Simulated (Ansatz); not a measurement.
# ZrB2: equation of state, part 2 of 2

Aim: scale the cell of ZrB2 up and down at fixed shape and fractional positions, and get the equilibrium volume and bulk modulus with LAPW, PAW and all-electron datasets made for the crystal.

Ansatz 0.2.0; DFT PBE; a database cell (COD). «Crystal datasets» are all-electron PAW datasets made for this crystal.

## 9. Volume × 1.01, PAW

input.yaml

```yaml
crystal:
  lattice:
    - [3.1755148523, 0.0, 0.0]
    - [-1.5877574262, 2.7500765323, 0.0]
    - [0.0, 0.0, 3.5316944381]
  atoms:
    - { symbol: Zr, position: [0.0, 0.0, 0.0] }
    - { symbol: B, position: [0.3333333333, 0.6666666667, 0.5] }
    - { symbol: B, position: [0.6666666667, 0.3333333333, 0.5] }
kpoints:
  mp_grid: { grid: [12, 12, 9] }
scf:
  occupations: { method: fermi_dirac, width: 0.05 }
hamiltonian:
  xc: pbe
  pseudopotentials: { kind: paw }
output:
  forces: true
  stress: true
  eigenvalues: true
  efg: { contact_densities: true }
  write_density: true
  write_potential: true
  elf: true
  volumetric_format: npy
```

Run with:

```sh
ansatz run input.yaml --threads 1 --pin off --max-ram 6144MiB --backend cpu --events-out ev --progress --plain --runs-dir out
```

What it wrote, cut to the lines that bear on the results:

```text
Zr: output.efg is read without spin–orbit coupling, which moves field gradients at and beside such atoms by some per cent and up to a factor of two; PAW files take it under magnetization.noncollinear and magnetization.spin_orbit
[...]
Pseudopotentials: kind: paw
Pseudopotential: Zr, paw, valence charge 12, recommended cutoff 420 eV (normal)
Pseudopotential: B, paw, valence charge 3, recommended cutoff 420 eV (normal)
Functional definition: PBE
[...]
Crystal: 3 atoms, lattice volume = 30.842 Å³
Basis set: ecut = 420 eV, 575 PW (Γ), exchange–correlation on 48×48×48 points (8 copies of the dense FFT grid, shifted against one another)
Bands: 13, of which v1, the nominal top of the filled ones, is band 9 counted from 1 (8 counted from 0)
Symmetry: 24 space group operations
Space group: P6/mmm (ITA 191), of the structure as read, at distance tolerance 3.1e-5 Å
k-points: 95 of 1296
[...]
--- Stress (GPa, compression-positive) ---
       -0.572885      -0.000000       0.000000
        0.000000      -0.572885      -0.000000
        0.000000      -0.000000       1.066619
  P = ⅓ Tr σ = -0.0264 GPa (-0.264 kbar)
--- PAW observables at the nuclei: V_zz in 10²¹ V/m², potentials from the cell's mean, atoms counted from 1 ---
  atom   1  Zr V_zz =    +4.447499   η = 0.0000   by run symmetry: allowed
            electrostatic potential = -5930.112254 V   contact ρ = 490515.205804 e/Å³
  atom   2  B  V_zz =    +0.042043   η = 0.0000   by run symmetry: allowed
            electrostatic potential = -332.653162 V   contact ρ = 486.100131 e/Å³
  atom   3  B  V_zz =    +0.042043   η = 0.0000   by run symmetry: allowed
            electrostatic potential = -332.653162 V   contact ρ = 486.100131 e/Å³
--- Band table (eV; the first three rows and the last of 95) ---
  k-point 0: bands = ["-32.8912", "-11.0774", "-10.5320", "-10.5320", "3.0300", "13.1059", "13.1059", "13.1731", "13.4135", "19.1233", "19.1233", "19.9187", "19.9187"]
[...]
```

It took 3.2 s on 1 thread of Intel Xeon 6975P-C (Granite Rapids), shared host; peak memory 0.4 GiB.

Read from it: pressure -0.03 GPa; no gap; Vzz Zr1 4.45 (η = 0.00), B2 0.04 (η = 0.00) (10²¹ V/m²).

## 10. Volume × 1.01, crystal datasets

input.yaml, as its differences from that of step 9:

```diff
@@ -15,3 +15,3 @@
   xc: pbe
-  pseudopotentials: { kind: paw }
+  pseudopotentials: { kind: all_electron, datasets: crystal }
 output:
@@ -21,5 +21 @@
   efg: { contact_densities: true }
-  write_density: true
-  write_potential: true
-  elf: true
-  volumetric_format: npy
```

Run with:

```sh
ansatz run input.yaml --threads 1 --pin off --max-ram 6144MiB --backend cpu --events-out ev --progress --plain --runs-dir out
```

What it wrote, cut to the lines that bear on the results:

```text
[...]
Zr: output.efg is read without spin–orbit coupling, which moves field gradients at and beside such atoms by some per cent and up to a factor of two; PAW files take it under magnetization.noncollinear and magnetization.spin_orbit
[...]
[... 1 set-up line as earlier in the session ...]
Pseudopotential: Zr, paw, valence charge 12, recommended cutoff 300 eV (normal), Koelling and Harmon's equation, gaussian nucleus
Pseudopotential: B, paw, valence charge 3, recommended cutoff 300 eV (normal), Koelling and Harmon's equation, gaussian nucleus
[... 1 set-up line as earlier in the session ...]
[...]
Crystal: 3 atoms, lattice volume = 30.842 Å³
Basis set: ecut = 300 eV, 363 PW (Γ), exchange–correlation on 36×36×40 points (8 copies of the dense FFT grid, shifted against one another)
Bands: 13, of which v1, the nominal top of the filled ones, is band 9 counted from 1 (8 counted from 0)
[... 1 set-up line as earlier in the session ...]
[...]
  atom   3  B     -0.00000000    -0.00000000     0.00000000
[...]
--- Stress (GPa, compression-positive) ---
       -0.562083      -0.000000       0.000000
       -0.000000      -0.562083      -0.000000
        0.000000      -0.000000       1.144617
  P = ⅓ Tr σ = 0.0068 GPa (0.068 kbar)
--- PAW observables at the nuclei: V_zz in 10²¹ V/m², potentials from the cell's mean, atoms counted from 1 ---
  atom   1  Zr V_zz =    +4.434573   η = 0.0000   by run symmetry: allowed
            electrostatic potential = -5930.047607 V   contact ρ = 490582.010185 e/Å³
  atom   2  B  V_zz =    +0.066617   η = 0.0000   by run symmetry: allowed
            electrostatic potential = -332.712996 V   contact ρ = 486.123091 e/Å³
  atom   3  B  V_zz =    +0.066617   η = 0.0000   by run symmetry: allowed
            electrostatic potential = -332.712996 V   contact ρ = 486.123091 e/Å³
--- Band table (eV; the first three rows and the last of 95) ---
  k-point 0: bands = ["-31.4115", "-9.5977", "-9.0537", "-9.0537", "4.5105", "14.5839", "14.5839", "14.6535", "14.8915", "20.6054", "20.6054"]
[...]
```

Wall time 5.7 s (1 thread of Intel Xeon 6975P-C (Granite Rapids), shared host); peak memory 0.47 GiB.

Result: pressure 0.01 GPa; no gap; Vzz Zr1 4.43 (η = 0.00), B2 0.07 (η = 0.00) (10²¹ V/m²).

## 11. Volume × 1.04, LAPW

input.yaml

```yaml
crystal:
  lattice:
    - [3.2066493363, 0.0, 0.0]
    - [-1.6033246682, 2.7770397863, 0.0]
    - [0.0, 0.0, 3.5663211014]
  atoms:
    - { symbol: Zr, position: [0.0, 0.0, 0.0] }
    - { symbol: B, position: [0.3333333333, 0.6666666667, 0.5] }
    - { symbol: B, position: [0.6666666667, 0.3333333333, 0.5] }
kpoints:
  mp_grid: { grid: [12, 12, 9] }
  band_path:
    path:
      - [0.0, 0.0, 0.0]
      - [0.5, 0.0, 0.0]
      - [0.3333333333, 0.3333333333, 0.0]
      - [0.0, 0.0, 0.0]
      - [0.0, 0.0, 0.5]
      - [0.5, 0.0, 0.5]
      - [0.3333333333, 0.3333333333, 0.5]
      - [0.0, 0.0, 0.5]
      - [0.5, 0.0, 0.5]
    npoints: 5
scf:
  occupations: { method: fermi_dirac, width: 0.05 }
hamiltonian:
  xc: pbe
  pseudopotentials: { kind: all_electron, lapw: { basis_error: 0.001 } }
output:
  forces: true
  stress: true
  eigenvalues: true
```

Run with:

```sh
ansatz run input.yaml --threads 1 --pin off --max-ram 6144MiB --backend cpu --events-out ev --progress --plain --runs-dir out
```

What it wrote, cut to the lines that bear on the results:

```text
LAPW: plane waves up to 8.493 Å⁻¹, error target 1.0e-3 eV per atom; small_component_spin mean_spin; B in spheres of 0.926 Å, 5 of its electrons in bands, Dirac shells []; Zr in spheres of 1.266 Å, 30 of its electrons in bands, Dirac shells []
[...]
[... 4 set-up lines as earlier in the session ...]
[...]
Crystal: 3 atoms, lattice volume = 31.758 Å³
Basis set: ecut = 274.8175042949087 eV, 339 PW (Γ), exchange–correlation at level 2
Bands: 24, of which v1, the nominal top of the filled ones, is band 20 counted from 1 (19 counted from 0)
[... 1 set-up line as earlier in the session ...]
Space group: P6/mmm (ITA 191), of the structure as read, at distance tolerance 3.2e-5 Å
k-points: 95 of 1296
[...]
the basis was enlarged: its passes take 61.2 KiB over the memory plan, 1 of 1 planned eigensolver slots
[...]
SCF iter   7: F=-99282.532223 eV  HF=-99282.532223 eV  |F-HF|=3.83e-9  |Δ(HF+E_count)|=   4.12e-7  Δρ=4.25e-6  dr2=3.72e-9  ethr=8.39e-10  ⟨swp⟩=3.0  Hψ=6696  notcnv=0
[...]
NSCF: frozen V_eff on 41 k-points
SCF converged after 7 iterations
Free energy (F): -99282.532223 eV
[...]
E sigma→0 (E₀):  -99282.531204 eV
Entropy (-TS):   -0.002038 eV (-0.679 meV/atom)
Fermi energy:    16.787867 eV
[...]
--- Forces (eV/Å), atoms counted from 1 ---
  atom   1  Zr     0.00000000     0.00000000    -0.00000000
  atom   2  B     -0.00000000     0.00000000     0.00000000
  atom   3  B      0.00000000     0.00000000    -0.00000000
[...]
--- Stress (GPa, compression-positive) ---
       -7.357585       0.000000      -0.000000
        0.000000      -7.357585      -0.000000
       -0.000000      -0.000000      -5.112923
  P = ⅓ Tr σ = -6.6094 GPa (-66.094 kbar)
--- Band table (eV; the first three rows and the last of 95) ---
[... band rows left out ...]
[...]
```

It took 9.9 s on 1 thread of Intel Xeon 6975P-C (Granite Rapids), shared host; peak memory 0.4 GiB.

This run gives: pressure -6.61 GPa; no gap.

## 12. Volume × 1.04, PAW

input.yaml

```yaml
crystal:
  lattice:
    - [3.2066493363, 0.0, 0.0]
    - [-1.6033246682, 2.7770397863, 0.0]
    - [0.0, 0.0, 3.5663211014]
  atoms:
    - { symbol: Zr, position: [0.0, 0.0, 0.0] }
    - { symbol: B, position: [0.3333333333, 0.6666666667, 0.5] }
    - { symbol: B, position: [0.6666666667, 0.3333333333, 0.5] }
kpoints:
  mp_grid: { grid: [12, 12, 9] }
scf:
  occupations: { method: fermi_dirac, width: 0.05 }
hamiltonian:
  xc: pbe
  pseudopotentials: { kind: paw }
output:
  forces: true
  stress: true
  eigenvalues: true
  efg: { contact_densities: true }
```

Run with:

```sh
ansatz run input.yaml --threads 1 --pin off --max-ram 6144MiB --backend cpu --events-out ev --progress --plain --runs-dir out
```

What it wrote, cut to the lines that bear on the results:

```text
Zr: output.efg is read without spin–orbit coupling, which moves field gradients at and beside such atoms by some per cent and up to a factor of two; PAW files take it under magnetization.noncollinear and magnetization.spin_orbit
[...]
[... 4 set-up lines as earlier in the session ...]
[...]
Crystal: 3 atoms, lattice volume = 31.758 Å³
Basis set: ecut = 420 eV, 611 PW (Γ), exchange–correlation on 48×48×48 points (8 copies of the dense FFT grid, shifted against one another)
Bands: 13, of which v1, the nominal top of the filled ones, is band 9 counted from 1 (8 counted from 0)
[... 2 set-up lines as earlier in the session ...]
k-points: 95 of 1296
[...]
--- Stress (GPa, compression-positive) ---
       -7.367450       0.000000      -0.000000
        0.000000      -7.367450      -0.000000
       -0.000000      -0.000000      -5.178616
  P = ⅓ Tr σ = -6.6378 GPa (-66.378 kbar)
--- PAW observables at the nuclei: V_zz in 10²¹ V/m², potentials from the cell's mean, atoms counted from 1 ---
  atom   1  Zr V_zz =    +4.402715   η = 0.0000   by run symmetry: allowed
            electrostatic potential = -5929.401779 V   contact ρ = 490514.549356 e/Å³
  atom   2  B  V_zz =    +0.045284   η = 0.0000   by run symmetry: allowed
            electrostatic potential = -331.975832 V   contact ρ = 486.055482 e/Å³
  atom   3  B  V_zz =    +0.045284   η = 0.0000   by run symmetry: allowed
            electrostatic potential = -331.975832 V   contact ρ = 486.055482 e/Å³
--- Band table (eV; the first three rows and the last of 95) ---
  k-point 0: bands = ["-33.4625", "-11.6308", "-11.1269", "-11.1269", "2.6950", "12.6896", "12.6896", "12.7641", "12.9292", "18.5182", "18.5182", "19.2986", "19.2986"]
[...]
```

Run time: 2.8 s. Hardware: 1 thread of Intel Xeon 6975P-C (Granite Rapids), shared host; peak memory 0.39 GiB.

In short: pressure -6.64 GPa; no gap; Vzz Zr1 4.40 (η = 0.00), B2 0.05 (η = 0.00) (10²¹ V/m²).

## 13. Volume × 1.04, crystal datasets

input.yaml, as its differences from that of step 12:

```diff
@@ -15,3 +15,3 @@
   xc: pbe
-  pseudopotentials: { kind: paw }
+  pseudopotentials: { kind: all_electron, datasets: crystal }
 output:
```

Run with:

```sh
ansatz run input.yaml --threads 1 --pin off --max-ram 6144MiB --backend cpu --events-out ev --progress --plain --runs-dir out
```

What it wrote, cut to the lines that bear on the results:

```text
[...]
Zr: output.efg is read without spin–orbit coupling, which moves field gradients at and beside such atoms by some per cent and up to a factor of two; PAW files take it under magnetization.noncollinear and magnetization.spin_orbit
[...]
[... 4 set-up lines as earlier in the session ...]
[...]
Crystal: 3 atoms, lattice volume = 31.758 Å³
Basis set: ecut = 300 eV, 365 PW (Γ), exchange–correlation on 40×40×48 points (8 copies of the dense FFT grid, shifted against one another)
Bands: 13, of which v1, the nominal top of the filled ones, is band 9 counted from 1 (8 counted from 0)
[... 1 set-up line as earlier in the session ...]
[...]
  atom   3  B      0.00000000    -0.00000000     0.00000000
[...]
--- Stress (GPa, compression-positive) ---
       -7.357509       0.000000      -0.000000
        0.000000      -7.357509      -0.000000
       -0.000000      -0.000000      -5.109852
  P = ⅓ Tr σ = -6.6083 GPa (-66.083 kbar)
--- PAW observables at the nuclei: V_zz in 10²¹ V/m², potentials from the cell's mean, atoms counted from 1 ---
  atom   1  Zr V_zz =    +4.389726   η = 0.0000   by run symmetry: allowed
            electrostatic potential = -5929.357279 V   contact ρ = 490581.341945 e/Å³
  atom   2  B  V_zz =    +0.068544   η = 0.0000   by run symmetry: allowed
            electrostatic potential = -332.049458 V   contact ρ = 486.078259 e/Å³
  atom   3  B  V_zz =    +0.068544   η = 0.0000   by run symmetry: allowed
            electrostatic potential = -332.049458 V   contact ρ = 486.078259 e/Å³
--- Band table (eV; the first three rows and the last of 95) ---
  k-point 0: bands = ["-32.0253", "-10.1935", "-9.6909", "-9.6909", "4.1331", "14.1255", "14.1255", "14.2020", "14.3647", "19.9577", "19.9577"]
[...]
```

Wall time 5.7 s (1 thread of Intel Xeon 6975P-C (Granite Rapids), shared host); peak memory 0.48 GiB.

Result: pressure -6.61 GPa; no gap; Vzz Zr1 4.39 (η = 0.00), B2 0.07 (η = 0.00) (10²¹ V/m²).

## 14. Fits

| method | volume (Å³/atom) | F above the lowest (meV/atom) | pressure (GPa) | Vzz Zr1 (10²¹ V/m²) | Vzz B2 (10²¹ V/m²) |
| --- | --- | --- | --- | --- | --- |
| LAPW | 9.568 | 41.5 | 19.77 | – | – |
| LAPW | 9.975 | 7.1 | 7.66 | – | – |
| LAPW | 10.281 | 0.0 | 0.01 | – | – |
| LAPW | 10.586 | 6.4 | -6.61 | – | – |
| PAW | 9.568 | 41.3 | 19.73 | 4.54 | 0.03 |
| PAW | 9.975 | 7.1 | 7.62 | 4.49 | 0.04 |
| PAW | 10.281 | 0.0 | -0.03 | 4.45 | 0.04 |
| PAW | 10.586 | 6.5 | -6.64 | 4.40 | 0.05 |
| crystal datasets | 9.568 | – | 19.77 | 4.52 | 0.06 |
| crystal datasets | 9.975 | – | 7.66 | 4.47 | 0.06 |
| crystal datasets | 10.281 | – | 0.01 | 4.43 | 0.07 |
| crystal datasets | 10.586 | – | -6.61 | 4.39 | 0.07 |

## 15. Results

What follows sums up all 2 parts.

| quantity | value |
| --- | --- |
| equilibrium volume (LAPW) | 10.281 Å³/atom |
| bulk modulus (LAPW) | 239 GPa |
| its pressure derivative (LAPW) | 3.9 |
| equilibrium volume (PAW) | 10.280 Å³/atom |
| bulk modulus (PAW) | 239 GPa |
| its pressure derivative (PAW) | 3.9 |
| equilibrium volume (crystal datasets) | 10.281 Å³/atom |
| bulk modulus (crystal datasets) | 239 GPa |
| its pressure derivative (crystal datasets) | 3.9 |

**Reading.** A third-order Birch-Murnaghan fit to the LAPW pressures puts zero pressure at 10.28 Å³/atom, +1.0 % from the given cell, with a bulk modulus of 239 GPa. Shape and positions are held, so a fully relaxed modulus can be lower. PAW's volume lies -0.01 % and its modulus less than 0.1 % from LAPW's. No thermal or zero-point expansion is included.
